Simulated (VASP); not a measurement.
Runs of VASP 6.6.1 on PbSe (Clausthalite). It takes space group Fm-3m (No. 225, cubic). The conventional cell has a = 6.121 Å, b = 6.121 Å, c = 6.121 Å, α = 90.00°, β = 90.00°, γ = 90.00°. Around Pb (site symmetry m-3m) lie 6 Se at 3.06 Å. Se (site symmetry m-3m) is surrounded by 6 Pb at 3.06 Å. 

```tsv
task	level	potentials or basis	cell	k mesh	cutoff (eV)	smearing	ions in elastic constants	other keys	gap on the mesh (eV)	pressure (GPa)	relaxed volume (Å³/atom)
single point	PBE	VASP PAW PBE potentials, release 64 (Pb_d, Se)	as given	8 × 8 × 8	520	gaussian 0.028 eV	-	-	0.29	2.4	-
relaxation of cell and atoms	BLYP+D3	VASP PAW PBE potentials, release 64 (Pb_d, Se)	relaxed	8 × 8 × 8	600	fermi-dirac 0.05 eV	-	-	0.73	-0.1	32.97
relaxation of cell and atoms	BLYP+D4	VASP PAW PBE potentials, release 64 (Pb_d, Se)	relaxed	8 × 8 × 8	600	fermi-dirac 0.05 eV	-	-	0.65	0.0	(b)
relaxation of cell and atoms	TPSS+D3(BJ)	VASP PAW PBE potentials, release 64 (Pb_d, Se)	relaxed	8 × 8 × 8	600	fermi-dirac 0.1 eV	-	ALGO = VeryFast; LMAXMIX = 6; EDIFFG = 0.001	(a)	0.0	(c)
```

Alike in all rows: no spin polarisation.

Question: Fill in the values left out.

Answer: (a) 0.68; (b) 31.73; (c) 28.17.

Caveats: spin-orbit coupling is left out, which as a rule narrows the gap of such compounds by several tenths of an eV; the PAW data sets were made with another functional, which shifts forces and pressure a little (some runs); the volume moved by +15 % from the deposited cell, more than functionals usually miss (some runs); the volume moved by +11 % from the deposited cell, more than functionals usually miss (some runs).

A k mesh can miss the band edges, and the runs leave out spin-orbit coupling on Pb, Se.
